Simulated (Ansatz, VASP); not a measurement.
BN: VASP beside Ansatz

File INCAR:

```
PREC = Accurate
ENCUT = 520
EDIFF = 1E-7
ISMEAR = -1
SIGMA = 0.05
LREAL = F
LASPH = T
NELM = 60
ALGO = Normal
ISIF = 2
LWAVE = F
LCHARG = F
GGA = PS
NBANDS = 16
```

The input KPOINTS:

```
Automatic mesh
0
Gamma
  12 12 4
```

File POSCAR:

```
BN
1.0
    2.4982400000      0.0000000000      0.0000000000
   -1.2491200000      2.1635393048      0.0000000000
    0.0000000000      0.0000000000      6.6357000000
N B
2 2
Direct
    0.6666666667      0.3333333333      0.2500000000
    0.3333333333      0.6666666667      0.7500000000
    0.6666666667      0.3333333333      0.7500000000
    0.3333333333      0.6666666667      0.2500000000
```

Contents of input.yaml:

```yaml
crystal:
  lattice:
    - [2.49824, 0.0, 0.0]
    - [-1.24912, 2.1635393048, 0.0]
    - [0.0, 0.0, 6.6357]
  atoms:
    - { symbol: "N", position: [0.6666666667, 0.3333333333, 0.25] }
    - { symbol: "N", position: [0.3333333333, 0.6666666667, 0.75] }
    - { symbol: B, position: [0.6666666667, 0.3333333333, 0.75] }
    - { symbol: B, position: [0.3333333333, 0.6666666667, 0.25] }
kpoints:
  mp_grid: { grid: [12, 12, 4] }
  band_path:
    path:
      - [0.0, 0.0, 0.0]
      - [0.5, 0.0, 0.0]
      - [0.3333333333, 0.3333333333, 0.0]
      - [0.0, 0.0, 0.0]
      - [0.0, 0.0, 0.5]
      - [0.5, 0.0, 0.5]
      - [0.3333333333, 0.3333333333, 0.5]
      - [0.0, 0.0, 0.5]
    npoints: 8
scf:
  occupations: { method: fermi_dirac, width: 0.05 }
hamiltonian:
  xc: pbesol
  pseudopotentials: { kind: all_electron, lapw: { basis_error: 0.002 } }
output:
  forces: true
  stress: true
  eigenvalues: true
```

Alike in both runs: functional PBEsol; k mesh 12 × 12 × 4; occupations fermi-dirac, width 0.05 eV; no spin polarisation.

|  | VASP | Ansatz |
| --- | --- | --- |
| version | VASP 6.6.1 | Ansatz 0.2.0 |
| potentials or method | VASP PAW PBE potentials, release 64 (N, B) | all-electron LAPW, scalar-relativistic |
| plane-wave cutoff (eV) | 520 | see its input |
| task | single point | band structure |

Ansatz gave:

- gap on the k mesh at the Fermi level (eV): 4.18
- least direct gap on the mesh (eV): 4.60
- pressure (GPa): 2.1
- largest component of the traceless stress (GPa): 1.18

Problem. Which values does VASP return?

Solution. gap on the k mesh at the Fermi level (eV): 4.18; least direct gap on the mesh (eV): 4.60; pressure (GPa): 2.5; largest component of the traceless stress (GPa): 1.66.

Ansatz ran all-electron here, so the differences hold the error of VASP's frozen core and of both bases.

Caveats: this functional lacks dispersion, which binds the layers, so the pressure and a relaxed spacing across them are unreliable; the PAW data sets were made with another functional, which shifts forces and pressure a little (VASP). A k mesh can miss the band edges. PBEsol gaps usually lie below the measured ones, often by a third to a half.
